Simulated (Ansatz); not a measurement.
La2O3:

```
CELL_PARAMETERS angstrom
3.93078 0.00000 0.00000
-1.96539 3.40415 0.00000
0.00000 0.00000 6.11195
ATOMIC_POSITIONS crystal
La 0.33333 0.66667 0.24624
La 0.66667 0.33333 0.75376
O 0.00000 0.00000 0.00000
O 0.33333 0.66667 0.64589
O 0.66667 0.33333 0.35411
```

The cell is a database's computed one.

| Property | Result |
| --- | --- |
| Program | Ansatz 0.2.0 |
| Task | relaxation of cell and atoms |
| Functional | LDA |
| Potentials or basis | Ansatz PAW |
| Cutoff | 420 eV (not typed: the program's choice for these potentials) |
| k mesh | 8 × 8 × 5 |
| Occupations | fermi-dirac, width 0.05 eV |
| Spin | no spin polarisation |
| Hubbard terms | La f U = 3 eV |

At the start: volume 16.36 Å³/atom.

Problem. Where does the relaxation end?

Solution. It ends after 7 steps and the volume is 15.75 Å³/atom (-3.7 %); space group P-3m1 (No. 164, to 0.05 Å).

Step by step:
```csv
step,energy change (eV),largest force (eV/Å),volume (Å³)
1,0.0000,0.1658,81.78
2,-0.0527,0.0439,79.16
3,-0.0544,0.0240,78.88
4,-0.0545,0.0019,78.88
5,-0.0452,0.0020,78.88
6,-0.0458,0.0029,78.76
7,-0.0452,0.0028,78.76
```

Final structure:
```
La O
1.0
     3.89324    0.00000    0.00000
    -1.94662    3.37164    0.00000
     0.00000    0.00000    5.99979
La O
2 3
Cartesian
  0.0000 2.2478 1.4706
  1.9466 1.1239 4.5291
  0.0000 0.0000 0.0000
  0.0000 2.2478 3.8747
  1.9466 1.1239 2.1250
```

Caveat: the magnetic or orbital state may not be the lowest; the plane-wave basis is chosen anew once the cell has moved, so the energies of steps on either side of that aren't comparable; the pressure holds a Pulay correction of +0.6 GPa for the finite cutoff; the PAW data sets come from PBE, with cores solved anew for the run's functional, which leaves a small shift of forces and pressure.
